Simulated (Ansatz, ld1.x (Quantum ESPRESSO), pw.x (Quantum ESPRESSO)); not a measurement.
What a changed setting does to a pw.x run (diamond P)

Potential: ultrasoft, ld1.x (Quantum ESPRESSO) 7.5, PBE; core [Ne], reference 3s1 3p4; waves: 3s (bound): rcut 1.40, rcutus 1.50 bohr; 3s channel at -0.8 Ry: rcut 1.40, rcutus 1.50 bohr; 3p (bound): rcut 1.45, rcutus 1.65 bohr; 3p channel at 3.6 Ry: rcut 1.45, rcutus 1.65 bohr; 3d channel at -0.05 Ry: rcut 1.35, rcutus 1.65 bohr; 3d channel at 1.8 Ry: rcut 1.35, rcutus 1.65 bohr; local part: all-electron potential smoothed inside 1.60 bohr (lloc = -1); core correction: none; augmentation: built from norm-conserving waves at rcut, not smoothed further.

The reference run (k-mesh 8³, cutoffs 40/600 Ry, Fermi–Dirac 0.01 Ry, mixing_beta 0.4, conv_thr 1e-9, no spin) gives -0.19 GPa at 20.949 Å³/atom, where all-electron LAPW gives -0.21 GPa. This run, with its own iteration cap, changes k-mesh points per axis to 20.

```
&control
  calculation='scf', prefix='x', pseudo_dir='./', outdir='./tmp', tstress=.true., disk_io='none'
/
&system
  ibrav=0, nat=2, ntyp=1, ecutwfc=40, ecutrho=600, nbnd=12,
  occupations='smearing', smearing='fd', degauss=0.01
/
&electrons
  conv_thr=1e-09, mixing_beta=0.4, electron_maxstep=70
/
ATOMIC_SPECIES
P 1.0 P.UPF
CELL_PARAMETERS angstrom
  0.00000000 2.75668895 2.75668895
  2.75668895 0.00000000 2.75668895
  2.75668895 2.75668895 0.00000000
ATOMIC_POSITIONS crystal
P 0.0000 0.0000 0.0000
P 0.2500 0.2500 0.2500
K_POINTS automatic
20 20 20 0 0 0
```

```bash
pw.x < P.scf.in > P.scf.out
```

**Question.** How does the run end?

**Answer.** It converges in 7 iterations; the free energy moves by -18.1 meV/atom and the pressure by -0.35 GPa.

```
Message from routine setup:
     using ibrav=0 with symmetry is DISCOURAGED, use correct ibrav instead
     lattice parameter (alat)  =       7.3672  a.u.
     unit-cell volume          =     282.7417 (a.u.)^3
     number of electrons       =        10.00
     number of Kohn-Sham states=           12
     kinetic-energy cutoff     =      40.0000  Ry
     charge density cutoff     =     600.0000  Ry
     scf convergence threshold =      1.0E-09
     Exchange-correlation= PBE
     number of k points=   256  Fermi-Dirac smearing, width (Ry)=  0.0100
     iteration #  1     ecut=    40.00 Ry     beta= 0.40
     total energy              =     -26.32400456 Ry
     estimated scf accuracy    <       0.04413143 Ry
     iteration #  2     ecut=    40.00 Ry     beta= 0.40
     total energy              =     -26.32175095 Ry
     estimated scf accuracy    <       0.00899761 Ry
     iteration #  3     ecut=    40.00 Ry     beta= 0.40
     total energy              =     -26.32272461 Ry
     estimated scf accuracy    <       0.00012966 Ry
     iteration #  4     ecut=    40.00 Ry     beta= 0.40
     c_bands:  1 eigenvalues not converged
     total energy              =     -26.32274093 Ry
     estimated scf accuracy    <       0.00000332 Ry
     iteration #  5     ecut=    40.00 Ry     beta= 0.40
     c_bands:  1 eigenvalues not converged
     total energy              =     -26.32274177 Ry
     estimated scf accuracy    <       0.00000016 Ry
     iteration #  6     ecut=    40.00 Ry     beta= 0.40
     total energy              =     -26.32274180 Ry
     estimated scf accuracy    <          3.0E-09 Ry
     iteration #  7     ecut=    40.00 Ry     beta= 0.40
     the Fermi energy is     6.6939 ev
!    total energy              =     -26.32274181 Ry
     estimated scf accuracy    <          9.0E-10 Ry
     smearing contrib. (-TS)   =      -0.00516072 Ry
     The total energy is F=E-TS. E is the sum of the following terms:
     one-electron contribution =       3.58448613 Ry
     hartree contribution      =       2.53884050 Ry
     xc contribution           =      -6.58950757 Ry
     ewald contribution        =     -25.85140014 Ry
     convergence has been achieved in   7 iterations
          total   stress  (Ry/bohr**3)                   (kbar)     P=       -5.41
     Message from routine punch:
     Nothing written, as per user request (disk_io='none')
```

The run took about 50 s on one core of a shared host (Neoverse-V1, 32 threads, 247 GiB, load 26).
